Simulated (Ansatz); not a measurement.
Isolated molecules relaxed with PBE0-D4/def2-TZVP in Ansatz; ΔE leaves out vibrations. CCSD(T)/CBS adds triple-zeta CCSD(T) − MP2 to the extrapolated MP2 energy (def2 sets, frozen cores). This one scheme is used for every species, atoms too. DFT in def2-TZVPP. B3LYP here is the variant with VWN-RPA as its local correlation; programs differ in this. HSE06 is defined as in plane-wave codes. Open shells (•) are unrestricted, without spin–orbit coupling.

Reaction (homolysis of the C–H bond): `FC(F)F` → `F[C](F)F`• + H•

Q: What is ΔE at CCSD(T)/CBS? (Best estimate.)

A: Computed: +114.5 kcal/mol.

Q: What do these levels give: LDA (SPW92), B3LYP-D4, CAM-B3LYP-D4, HSE06, MP2/def2-SVP, SCS-MP2/def2-QZVPP? (Best estimate.)

A: Ansatz gave: LDA (SPW92) 118.2, B3LYP-D4 110.4, CAM-B3LYP-D4 111.0, HSE06 108.1, MP2/def2-SVP 107.3, SCS-MP2/def2-QZVPP 115.1 kcal/mol.

Q: What do rigid-rotor, harmonic-oscillator terms from PBE0-D4/def2-TZVP frequencies (298.15 K, 1 bar) make of the CCSD(T)/CBS value? (Best estimate.)

A: Ansatz gave: ΔZPE = -8.2 kcal/mol, ΔH = +107.7 kcal/mol, ΔS = 120 J/(mol·K), ΔG = +99.2 kcal/mol. Open shells count their whole term as degenerate.

Largest T1 diagnostic among the species: 0.014.

At CCSD(T), def2-SVP lies −5.4 kcal/mol from the extrapolated value and def2-TZVPP −1.8 kcal/mol: correlation converges slowly with the basis, and small sets miss more of it in the bonded molecule than in its fragments. From PBE to PBE0 (25 % exact exchange), in def2-TZVPP and without D4, ΔE moves by +1.1 kcal/mol. In def2-TZVPP, CCSD(T) changes the Hartree–Fock value by +23.7 kcal/mol (the triples alone add +0.3 kcal/mol) and MP2 by +22.5 kcal/mol; breaking electron pairs costs correlation energy, which Hartree–Fock lacks.
